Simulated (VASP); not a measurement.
# BaTiO3: lattice, stiffness and zone-centre modes

What lattice, stiffness and vibrations does BaTiO3 have at one level of theory? The starting structure is a measured crystal structure from the Crystallography Open Database. All runs use LDA.

Calculated with VASP 6.6.1; Kohn-Sham DFT with plane waves and PAW; LDA.

### Step 1. Set-up

The structure is cubic, space group Pm-3m (No. 221). The conventional cell has a = 4.009 Å, b = 4.009 Å, c = 4.009 Å, α = 90.00°, β = 90.00°, γ = 90.00°. Nearest to Ba lie 12 O at 2.84 Å. Nearest to Ti lie 6 O at 2.00 Å. O has 2 Ti at 2.00 Å and 4 Ba at 2.84 Å nearest. Farther neighbours and most contacts between anions are not listed.

Structure file:

```xyz
5
Lattice="4.0094 0.0000 0.0000 0.0000 4.0094 0.0000 0.0000 0.0000 4.0094" Properties=species:S:1:pos:R:3 pbc="T T T"
Ba    2.0047    2.0047    2.0047
Ti    0.0000    0.0000    0.0000
O     0.0000    0.0000    2.0047
O     0.0000    2.0047    0.0000
O     2.0047    0.0000    0.0000
```

### Step 2. Relaxation

This run starts from the cell of an earlier relaxation, which isn't shown; the restart sets up the plane waves anew.

INCAR reads:

```
SYSTEM = BaTiO3
PREC = Accurate
ENCUT = 560
EDIFF = 1E-07
NELM = 100
ISMEAR = 0
SIGMA = 0.03
LREAL = .FALSE.
ALGO = Normal
GGA = CA
NBANDS = 26
LASPH = .TRUE.
LORBIT = 11
LWAVE = .FALSE.
LCHARG = .FALSE.
KPAR = 8
IBRION = 2
NSW = 50
ISIF = 3
EDIFFG = -0.002
```

POSCAR reads:

```
BaTiO3
1.0
    3.9508173750      0.0000000000      0.0000000000
    0.0000000000      3.9508173750      0.0000000000
    0.0000000000      0.0000000000      3.9508173750
Ba Ti O
1 1 3
Direct
    0.5000000000      0.5000000000      0.5000000000
    0.0000000000      0.0000000000      0.0000000000
    0.0000000000      0.0000000000      0.5000000000
    0.0000000000      0.5000000000      0.0000000000
    0.5000000000      0.0000000000      0.0000000000
```

KPOINTS reads:

```
Automatic mesh
0
Gamma
6 6 6
0 0 0
```

The projector-augmented-wave data sets are Ba_sv, Ti_sv and O (LDA family, release 64).

Launch:

```console
> mpirun -np 8 vasp_std
```

Log:

```text
[banner, memory and clock lines left out]
running    8 mpi-ranks, on    1 nodes
 distrk:  each k-point on    1 cores,    8 groups
 distr:  one band on    1 cores,    1 groups

 POSCAR found type information on POSCAR BaTiO
 POSCAR found :  3 types and       5 ions
|                                                                             |
|           W    W    AA    RRRRR   N    N  II  N    N   GGGG   !!!           |
|           W    W   A  A   R    R  NN   N  II  NN   N  G    G  !!!           |
|           W    W  A    A  R    R  N N  N  II  N N  N  G       !!!           |
|           W WW W  AAAAAA  RRRRR   N  N N  II  N  N N  G  GGG   !            |
|           WW  WW  A    A  R   R   N   NN  II  N   NN  G    G                |
|           W    W  A    A  R    R  N    N  II  N    N   GGGG   !!!           |
|                                                                             |
|     For optimal performance we recommend to set                             |
|       NCORE = 2 up to number-of-cores-per-socket                            |
|     NCORE specifies how many cores store one orbital (NPAR=cpu/NCORE).      |
|     This setting can greatly improve the performance of VASP for DFT.       |
|     The default, NCORE=1 might be grossly inefficient on modern             |
|     multi-core architectures or massively parallel machines. Do your        |
|     Unfortunately you need to use the default for GW and RPA                |
|     calculations (for HF NCORE is supported but not extensively tested      |
|     yet).                                                                   |
|                                                                             |

 LDA part: xc-table for (Slater(with rela. corr.)+CA(PZ))
 , standard interpolation
 POSCAR, INCAR and KPOINTS ok, starting setup
 FFT: planning ... GRIDC
 FFT: planning ... GRID_SOFT
 FFT: planning ... GRID
 WAVECAR not read
 entering main loop
       N       E                     dE             d eps       ncg     rms          rms(c)
DAV:   1     0.459757947221E+03    0.45976E+03   -0.21598E+04  1040   0.174E+03
DAV:   2    -0.802649477406E+01   -0.46778E+03   -0.45247E+03  1252   0.460E+02
DAV:   3    -0.522610879494E+02   -0.44235E+02   -0.42124E+02  1170   0.144E+02
DAV:   4    -0.546735100138E+02   -0.24124E+01   -0.24093E+01  1640   0.307E+01
DAV:   5    -0.547189653527E+02   -0.45455E-01   -0.45441E-01  1330   0.400E+00    0.234E+01
DAV:   6    -0.444430693265E+02    0.10276E+02   -0.63223E+01  1454   0.722E+01    0.102E+01
DAV:   7    -0.443354042886E+02    0.10767E+00   -0.10155E+01  1338   0.234E+01    0.671E+00
DAV:   8    -0.441640869946E+02    0.17132E+00   -0.10881E+00  1294   0.975E+00    0.251E+00
DAV:   9    -0.441721405439E+02   -0.80535E-02   -0.21387E-01  1280   0.302E+00    0.103E+00
DAV:  10    -0.441615652936E+02    0.10575E-01   -0.10577E-01  1320   0.278E+00    0.495E-01
DAV:  11    -0.441586470311E+02    0.29183E-02   -0.23666E-02  1526   0.108E+00    0.170E-01
DAV:  12    -0.441582193971E+02    0.42763E-03   -0.31660E-03  1306   0.548E-01    0.613E-02
DAV:  13    -0.441582155308E+02    0.38663E-05   -0.12167E-04  1330   0.848E-02    0.365E-02
DAV:  14    -0.441581927138E+02    0.22817E-04   -0.11972E-04  1190   0.579E-02    0.511E-03
DAV:  15    -0.441581934856E+02   -0.77187E-06   -0.48834E-06  1368   0.171E-02    0.923E-03
DAV:  16    -0.441581931623E+02    0.32332E-06   -0.23752E-06  1268   0.811E-03    0.410E-03
DAV:  17    -0.441581929307E+02    0.23165E-06   -0.71986E-07  1274   0.810E-03    0.111E-03
DAV:  18    -0.441581929329E+02   -0.22101E-08   -0.41390E-08   666   0.137E-03
   1 F= -.44158193E+02 E0= -.44158193E+02  d E =-.441582E+02
 curvature:   0.00 expect dE= 0.000E+00 dE for cont linesearch  0.000E+00
 trial: gam= 0.00000 g(F)=  0.000E+00 g(S)=  0.129E-07 ort = 0.000E+00 (trialstep = 0.100E+01)
 search vector abs. value=  0.130E-07
 reached required accuracy - stopping structural energy minimisation
```

The job ended after 8.4 s (8 MPI ranks of AMD EPYC 7R43, shared host; peak memory 1.2 GiB).

The logs omit lines about the potential files and the build; timing stands in the text.

OUTCAR, selected parts (step 2):

```text
ion  position               nearest neighbor table
   1  0.500  0.500  0.500-   3 2.79   4 2.79   5 2.79   4 2.79   5 2.79   3 2.79   5 2.79   5 2.79
                             3 2.79   4 2.79   4 2.79   3 2.79   2 3.42   2 3.42   2 3.42   2 3.42
   2  0.000  0.000  0.000-   3 1.98   4 1.98   5 1.98   3 1.98   4 1.98   5 1.98   1 3.42   1 3.42
                             1 3.42   1 3.42   1 3.42   1 3.42   1 3.42   1 3.42
   3  0.000  0.000  0.500-   2 1.98   2 1.98   1 2.79   1 2.79   1 2.79   1 2.79
   4  0.000  0.500  0.000-   2 1.98   2 1.98   1 2.79   1 2.79   1 2.79   1 2.79
   5  0.500  0.000  0.000-   2 1.98   2 1.98   1 2.79   1 2.79   1 2.79   1 2.79

  LATTYP: Found a simple cubic cell.
 ALAT       =     3.9508173750

 Subroutine GETGRP returns: Found 48 space group operations
 (whereof 48 operations were pure point group operations)

The static configuration has the point symmetry O_h .

 Found     20 irreducible k-points:

   k-points           NKPTS =     20   k-points in BZ     NKDIM =     20   number of bands    NBANDS=     26

   dimension x,y,z NGX =    30 NGY =   30 NGZ =   30
   dimension x,y,z NGXF=    60 NGYF=   60 NGZF=   60

   ENCUT  =  560.0 eV  41.16 Ry    6.42 a.u.   7.62  7.62  7.62*2*pi/ulx,y,z

   NELECT =      40.0000    total number of electrons

 k-points in reciprocal lattice and weights: Automatic mesh
   0.00000000  0.00000000  0.00000000       0.005
   0.16666667  0.00000000  0.00000000       0.028
   0.33333333  0.00000000  0.00000000       0.028
   0.50000000  0.00000000  0.00000000       0.014
   0.16666667  0.16666667  0.00000000       0.056
   0.33333333  0.16666667  0.00000000       0.111
   0.50000000  0.16666667  0.00000000       0.056
   0.33333333  0.33333333  0.00000000       0.056
   0.50000000  0.33333333  0.00000000       0.056
[...]
0.50000000  0.50000000  0.33333333       0.028
   0.50000000  0.50000000  0.50000000       0.005

 average (electrostatic) potential at core
       1 -31.7198       2 -76.6374       3 -70.5423       4 -70.5423       5 -70.5423

 E-fermi :   4.1470

 k-point     1 :       0.0000    0.0000    0.0000
  band No.  band energies     occupation
    ...
     16       2.6583      2.00000
     17       2.6583      2.00000
     18       3.7338      2.00000
     19       3.7338      2.00000
     20       3.7338      2.00000
     21       5.5625      0.00000
     22       5.5625      0.00000
     23       5.5625      0.00000
     24       8.0435      0.00000
     25       8.0435      0.00000
    ...

 k-point     2 :       0.1667    0.0000    0.0000
  band No.  band energies     occupation
    ...
     16       2.3495      2.00000
     17       2.3900      2.00000
     18       3.0727      2.00000
     19       3.5329      2.00000
     20       3.5329      2.00000
     21       5.6065      0.00000
     22       6.1420      0.00000
     23       6.1420      0.00000
     24       8.0515      0.00000
     25       8.7602      0.00000
    ...

 k-point     3 :       0.3333    0.0000    0.0000
  band No.  band energies     occupation
    ...
     16       2.0155      2.00000
     17       2.0155      2.00000
     18       2.1609      2.00000
     19       3.2393      2.00000
     20       3.2393      2.00000
     21       5.6980      0.00000
     22       7.0701      0.00000
     23       7.0701      0.00000
     24       8.0586      0.00000
     25       9.7740      0.00000
    ...

  Total        0.0006666      0.0006666      0.0006666      0.0000000      0.0000000     -0.0000000
  in kB        0.0173196      0.0173196      0.0173196      0.0000000      0.0000000     -0.0000000
  external PRESSURE =       0.0173196 kB  Pullay stress =       0.0000000 kB

  energy-cutoff  :      560.00
  volume of cell :       61.67
      direct lattice vectors                 reciprocal lattice vectors
     3.950817375  0.000000000  0.000000000     0.253112180  0.000000000  0.000000000
     0.000000000  3.950817375  0.000000000     0.000000000  0.253112180  0.000000000
     0.000000000  0.000000000  3.950817375     0.000000000  0.000000000  0.253112180

 POSITION                                       TOTAL-FORCE (eV/Angst)
 -----------------------------------------------------------------------------------
      1.97541      1.97541      1.97541         0.000000      0.000000      0.000000
      0.00000      0.00000      0.00000         0.000000      0.000000      0.000000
      0.00000      0.00000      1.97541         0.000000      0.000000      0.000000
      0.00000      1.97541      0.00000         0.000000      0.000000      0.000000
      1.97541      0.00000      0.00000         0.000000      0.000000      0.000000
 -----------------------------------------------------------------------------------
    total drift:                               -0.000000     -0.000000      0.000000

  FREE ENERGIE OF THE ION-ELECTRON SYSTEM (eV)
  ---------------------------------------------------
  free  energy   TOTEN  =       -44.1581929329 eV

  energy  without entropy=      -44.1581929329  energy(sigma->0) =      -44.15819293

 reached required accuracy - stopping structural energy minimisation

 total charge
# of ion       s       p       d       tot
------------------------------------------
    1        2.008   5.644   0.367   8.018
    2        2.224   6.303   1.765  10.291
    3        1.552   3.465   0.000   5.016
    4        1.552   3.465   0.000   5.016
    5        1.552   3.465   0.000   5.016
--------------------------------------------------
tot          8.887  22.340   2.131  33.358

[... 3 further parts left out ...]
```

The run keeps the 48 symmetry operations of its start, so it cannot find a distortion of lower symmetry.

The relaxed cell holds 12.334 Å³ an atom, with a = 3.951 Å (-1.5 % against the database cell). Pressures at 0.985 and 1.015 times this volume, from two more relaxations that aren't shown, give a bulk modulus of 192.8 GPa.

### Step 3. Elastic constants

INCAR reads:

```
SYSTEM = BaTiO3
PREC = Accurate
ENCUT = 800
EDIFF = 1E-08
NELM = 100
ISMEAR = 0
SIGMA = 0.03
LREAL = .FALSE.
ALGO = Normal
GGA = CA
NBANDS = 26
LASPH = .TRUE.
LORBIT = 11
LWAVE = .FALSE.
LCHARG = .FALSE.
KPAR = 8
IBRION = 6
NFREE = 2
POTIM = 0.015
ISIF = 3
NSW = 1
```

POSCAR is that of step 2.

KPOINTS is that of step 2.

Launch:

```console
> mpirun -np 8 vasp_std
```

Log:

```text
[banner, memory and clock lines left out]
running    8 mpi-ranks, on    1 nodes
[...]
[... a notice as in an earlier step ...]

 LDA part: xc-table for (Slater(with rela. corr.)+CA(PZ))
 , standard interpolation
 POSCAR, INCAR and KPOINTS ok, starting setup
[...]
entering main loop
       N       E                     dE             d eps       ncg     rms          rms(c)
DAV:   1     0.530627435146E+03    0.53063E+03   -0.26751E+04  1040   0.227E+03
DAV:   2     0.296198080029E+01   -0.52767E+03   -0.50915E+03  1194   0.530E+02
DAV:   3    -0.517295332110E+02   -0.54692E+02   -0.52400E+02  1180   0.163E+02
DAV:   4    -0.546891597556E+02   -0.29596E+01   -0.29555E+01  1656   0.344E+01
[...]
DAV:  16    -0.441772987717E+02    0.96043E-07   -0.78201E-07  1592   0.564E-03    0.424E-03
DAV:  17    -0.441772985596E+02    0.21214E-06   -0.43046E-07  1392   0.692E-03    0.125E-03
DAV:  18    -0.441772985561E+02    0.34433E-08   -0.30000E-08  1120   0.119E-03
   1 F= -.44177299E+02 E0= -.44177299E+02  d E =-.247971E-46
[...]
2 F= -.44163379E+02 E0= -.44163379E+02  d E =-.191074E-32
   3 F= -.44161170E+02 E0= -.44161170E+02  d E =-.606220E-54
   4 F= -.44163379E+02 E0= -.44163379E+02  d E =-.794415E-15
   5 F= -.44161170E+02 E0= -.44161170E+02  d E =-.698030E-54
   6 F= -.44163379E+02 E0= -.44163379E+02  d E =-.837622E-15
   7 F= -.44161170E+02 E0= -.44161170E+02  d E =-.698453E-54
   8 F= -.44171489E+02 E0= -.44171489E+02  d E =-.671578E-26
   9 F= -.44171489E+02 E0= -.44171489E+02  d E =-.343320E-26
  10 F= -.44171489E+02 E0= -.44171489E+02  d E =-.640368E-26
  11 F= -.44171489E+02 E0= -.44171489E+02  d E =-.671720E-26
  12 F= -.44171489E+02 E0= -.44171489E+02  d E =-.668316E-26
  13 F= -.44171489E+02 E0= -.44171489E+02  d E =-.665275E-26
  14 F= -.44176489E+02 E0= -.44176489E+02  d E =-.369588E-23
  15 F= -.44176489E+02 E0= -.44176489E+02  d E =-.367320E-23
  16 F= -.44177234E+02 E0= -.44177234E+02  d E =-.280705E-23
  17 F= -.44177235E+02 E0= -.44177235E+02  d E =-.279912E-23
  18 F= -.44176670E+02 E0= -.44176670E+02  d E =-.330265E-23
  19 F= -.44176670E+02 E0= -.44176670E+02  d E =-.325479E-23
  20 F= -.44176543E+02 E0= -.44176543E+02  d E =-.348026E-23
  21 F= -.44176543E+02 E0= -.44176543E+02  d E =-.347136E-23
 Finite differences progress:
  Degree of freedom:  10/ 10
  Displacement:        2/  2
  Total:              20/ 20
```

Run time: 5.8 min. Hardware: 8 MPI ranks; peak memory 4 GiB; 46 min of CPU time.

OUTCAR, selected parts (step 3):

```text
  Total        0.0244839      0.0244839      0.0362829      0.0000000      0.0000000      0.0000000
  in kB        0.6361059      0.6361059      0.9426529      0.0000000      0.0000000      0.0000000
  external PRESSURE =       0.7382882 kB  Pullay stress =       0.0000000 kB

 POSITION                                       TOTAL-FORCE (eV/Angst)
 -----------------------------------------------------------------------------------
      1.97541      1.97541      1.97541        -0.000000      0.000000     -0.019177
      0.00000      0.00000      0.00000         0.000000      0.000000      0.060155
      0.00000      0.00000      1.96041        -0.000000      0.000000      0.100747
      0.00000      1.97541      0.00000         0.000000      0.000000     -0.070862
      1.97541      0.00000      0.00000        -0.000000      0.000000     -0.070862
 -----------------------------------------------------------------------------------
    total drift:                               -0.000003      0.000000     -0.000066

  FREE ENERGIE OF THE ION-ELECTRON SYSTEM (eV)
  ---------------------------------------------------
  free  energy   TOTEN  =       -44.1765426437 eV

  energy  without entropy=      -44.1765426437  energy(sigma->0) =      -44.17654264

[... 1 part as in an earlier step ...]

[... 2 further parts left out ...]
[key lines of the parts left out:]
E-fermi :   4.0330
```

The last energy, forces and stress in OUTCAR belong to the last displaced cell, not to that of POSCAR.

The elastic tensor has C11 = 346.6, C12 = 118.8, C44 = 133.8 GPa; its Hill averages are a bulk modulus of 194.7 and a shear modulus of 125.5 GPa.

### Step 4. Modes of the relaxed cell

INCAR reads:

```
SYSTEM = BaTiO3
PREC = Accurate
ENCUT = 560
EDIFF = 1E-08
NELM = 100
ISMEAR = 0
SIGMA = 0.03
LREAL = .FALSE.
ALGO = Normal
GGA = CA
NBANDS = 26
LASPH = .TRUE.
LORBIT = 11
LWAVE = .FALSE.
LCHARG = .FALSE.
KPAR = 8
IBRION = 8
LEPSILON = .TRUE.
LPEAD = .TRUE.
ISIF = 2
```

POSCAR is that of step 3.

KPOINTS reads:

```
Automatic mesh
0
Gamma
8 8 8
0 0 0
```

Launch:

```console
> mpirun -np 8 vasp_std
```

Log:

```text
[... set-up lines as in an earlier step ...]
 entering main loop
       N       E                     dE             d eps       ncg     rms          rms(c)
DAV:   1     0.451542377531E+03    0.45154E+03   -0.21879E+04  1820   0.175E+03
DAV:   2    -0.112731160432E+02   -0.46282E+03   -0.44713E+03  2200   0.460E+02
DAV:   3    -0.525979801016E+02   -0.41325E+02   -0.40999E+02  2082   0.141E+02
DAV:   4    -0.546776851594E+02   -0.20797E+01   -0.20768E+01  2862   0.283E+01
[...]
DAV:  17    -0.441588371528E+02    0.12871E-06   -0.69152E-07  2562   0.655E-03    0.140E-03
DAV:  18    -0.441588371413E+02    0.11583E-07   -0.68297E-08  2096   0.220E-03    0.348E-04
DAV:  19    -0.441588371410E+02    0.27421E-09   -0.28019E-09  1152   0.389E-04
   1 F= -.44158837E+02 E0= -.44158837E+02  d E =-.710030E-51
 Linear response reoptimize wavefunctions to high precision
DAV:   1    -0.441588371404E+02    0.54479E-09   -0.21001E-09  1542   0.411E-04
DAV:   2    -0.441588371406E+02   -0.10641E-09   -0.47511E-10  1102   0.148E-04
[...]
RMM:  22    -0.363351264167E+00   -0.27141E-07   -0.16402E-06 13953   0.516E-04    0.118E-04
 first order change of Fermi-energy  -0.37836E-04
 force on displaced ion       3 direction 1 :  -5.599   0.000   0.000
 Born effective charge ion    3 direction 1 :  -2.163   0.000   0.000
 Linear response progress:
  Degree of freedom:   4/  4
       N       E                     dE             d eps       ncg     rms          rms(c)
RMM:   1    -0.375935025213E+00   -0.37594E+00    0.21711E-01  8110   0.315E+00
RMM:   2    -0.364912403869E+00    0.11023E-01   -0.15292E-02  6950   0.730E-01    0.168E-01
RMM:   3    -0.366880397111E+00   -0.19680E-02   -0.66408E-03  7213   0.308E-01    0.877E-02
RMM:   4    -0.368674560000E+00   -0.17942E-02   -0.22375E-03  7413   0.203E-01    0.263E-02
[...]
RMM:  24    -0.368929605390E+00    0.23622E-08   -0.14429E-07  7477   0.178E-04    0.290E-06
RMM:  25    -0.368929605462E+00   -0.71948E-10   -0.30663E-07  6722   0.178E-04    0.285E-06
RMM:  26    -0.368929603418E+00    0.20442E-08   -0.23569E-07  6701   0.178E-04    0.275E-06
 first order change of Fermi-energy  -0.49749E-03
 force on displaced ion       3 direction 3 :  -0.000  -0.000  -6.759
 Born effective charge ion    3 direction 3 :   0.000   0.000  -5.825
 Born effective charges drift removed
 Linear response finished
```

The job ended after 7.7 min (8 MPI ranks; peak memory 5.6 GiB; 61 min of CPU time).

OUTCAR, selected parts (step 4):

```text
  Total       -0.0006156     -0.0006156     -0.0006156      0.0000000      0.0000000      0.0000000
  in kB       -0.0159938     -0.0159938     -0.0159938      0.0000000      0.0000000      0.0000000
  external PRESSURE =      -0.0159938 kB  Pullay stress =       0.0000000 kB

 MACROSCOPIC STATIC DIELECTRIC TENSOR (including local field effects in DFT)
 ------------------------------------------------------
           6.777633     0.000000    -0.000000
           0.000000     6.777633    -0.000000
          -0.000000     0.000000     6.777633
 ------------------------------------------------------

 MACROSCOPIC STATIC DIELECTRIC TENSOR IONIC CONTRIBUTION
 ------------------------------------------------------
           0.346382     0.000000     0.000000
           0.000000     0.346382     0.000000
           0.000000     0.000000     0.346382
 ------------------------------------------------------

[... 2 parts as in an earlier step ...]

[... 1 further part left out ...]
```

The zone-centre modes at 12.334 Å³ an atom are T1u (3) 477.7, T2u 290.9, T1u (2) 186.1, T1u (1) -153.9 cm⁻¹.

(Part 1 of 2 ends here.)

[Lines on the potential files, build, host, timing and source positions are cut from VASP's logs without a mark.]

[Logs are printed without paths, hosts, clocks, repeated set-up lines and the standing remarks that a program may print on its own settings, such as how far it seeks lower states.]

[Hosts, paths, dates, database ids (printed as entryN), source tags and the programs' standing remarks are cut or masked in the printed files.]
